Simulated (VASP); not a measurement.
Output of a VASP run:

File OSZICAR:
```
       N       E                     dE             d eps       ncg     rms          rms(c)
DAV:   1     0.325356417910E+03    0.32536E+03   -0.13723E+04   864   0.240E+03
DAV:   2     0.359157295549E+02   -0.28944E+03   -0.26680E+03  1000   0.380E+02
DAV:   3    -0.394281718434E+02   -0.75344E+02   -0.73826E+02  1208   0.220E+02
DAV:   4    -0.440250303695E+02   -0.45969E+01   -0.45869E+01  1268   0.529E+01
DAV:   5    -0.443131965618E+02   -0.28817E+00   -0.28788E+00  1252   0.100E+01    0.126E+01
DAV:   6    -0.399524505185E+02    0.43607E+01   -0.29654E+01  1176   0.341E+01    0.490E+00
DAV:   7    -0.399994228874E+02   -0.46972E-01   -0.12323E+00  1344   0.973E+00    0.248E+00
DAV:   8    -0.400017853407E+02   -0.23625E-02   -0.11252E-01  1208   0.350E+00    0.457E-01
DAV:   9    -0.400022957125E+02   -0.51037E-03   -0.19077E-02  1488   0.124E+00    0.171E-01
DAV:  10    -0.400026085740E+02   -0.31286E-03   -0.11147E-03  1156   0.267E-01    0.512E-02
DAV:  11    -0.400026228071E+02   -0.14233E-04   -0.14645E-04  1416   0.121E-01    0.130E-02
DAV:  12    -0.400026243427E+02   -0.15355E-05   -0.84563E-06  1212   0.251E-02    0.211E-03
DAV:  13    -0.400026243022E+02    0.40451E-07   -0.85559E-07  1280   0.772E-03
   1 F= -.40002624E+02 E0= -.40002624E+02  d E =0.000000E+00
```

### OUTCAR
```
------------------------ aborting loop because EDIFF is reached ----------------------------------------
  FORCE on cell =-STRESS in cart. coord.  units (eV):
  Direction    XX          YY          ZZ          XY          YZ          ZX
  --------------------------------------------------------------------------------------
  Total        0.0395101      0.0395101      0.0395101      0.0000000     -0.0000000      0.0000000
  in kB        1.1445748      1.1445748      1.1445748      0.0000000     -0.0000000      0.0000000
  external PRESSURE =       1.1445748 kB  Pullay stress =       0.0000000 kB
  volume of cell :       55.31
      direct lattice vectors                 reciprocal lattice vectors
     3.810000000  0.000000000  0.000000000     0.262467192  0.000000000  0.000000000
     0.000000000  3.810000000  0.000000000     0.000000000  0.262467192  0.000000000
     0.000000000  0.000000000  3.810000000     0.000000000  0.000000000  0.262467192
 POSITION                                       TOTAL-FORCE (eV/Angst)
 -----------------------------------------------------------------------------------
      0.00000      0.00000      0.00000         0.000000      0.000000      0.000000
      1.90500      1.90500      1.90500         0.000000      0.000000      0.000000
      1.90500      0.00000      1.90500         0.000000      0.000000      0.000000
      0.00000      1.90500      1.90500         0.000000      0.000000      0.000000
      1.90500      1.90500      0.00000         0.000000      0.000000      0.000000
 -----------------------------------------------------------------------------------
    total drift:                                0.000000      0.000000      0.000000
  FREE ENERGIE OF THE ION-ELECTRON SYSTEM (eV)
  ---------------------------------------------------
  free  energy   TOTEN  =       -40.0026243022 eV

  energy  without entropy=      -40.0026243022  energy(sigma->0) =      -40.00262430

 total charge

# of ion       s       p       d       f       tot
--------------------------------------------------
    1        2.006   5.708   0.533   0.207   8.453
    2        0.303   0.398   0.000   0.000   0.701
    3        1.551   3.547   0.000   0.000   5.098
    4        1.551   3.547   0.000   0.000   5.098
    5        1.551   3.547   0.000   0.000   5.098
--------------------------------------------------
tot          6.963  16.747   0.533   0.207  24.449
```
(Selected blocks of OUTCAR.)

### POSCAR
```
LaAlO3
1
    3.8100000000     0.0000000000     0.0000000000
    0.0000000000     3.8100000000     0.0000000000
    0.0000000000     0.0000000000     3.8100000000
La Al O
1 1 3
Direct
  0.0000000000   0.0000000000   0.0000000000
  0.5000000000   0.5000000000   0.5000000000
  0.5000000000   0.0000000000   0.5000000000
  0.0000000000   0.5000000000   0.5000000000
  0.5000000000   0.5000000000   0.0000000000
```

Task: Reconstruct the remaining input files.

Result: One answer among several that fit: the input of the run itself, PBE GGA, plane waves, VASP's PBE PAW potentials (set 64).

INCAR:
```
SYSTEM = LaAlO3
PREC = Accurate
ENCUT = 520
EDIFF = 1E-7
NELM = 100
ALGO = Normal
LREAL = .FALSE.
LASPH = .TRUE.
ISMEAR = -5
GGA = PE
LMAXMIX = 6
LWAVE = .FALSE.
LCHARG = .TRUE.
LORBIT = 11
NEDOS = 601
ISIF = 2
LEFG = .TRUE.
```

File KPOINTS:
```
Automatic mesh
0
Gamma
 7 7 7
0 0 0
```

POTCAR, in this order: La Al O (PBE.64 set). Program: vasp_std.

The compound is LaAlO3 in the cubic perovskite structure, the ideal cubic form; the compound distorts at low or room temperature. The cell was not relaxed at this level.
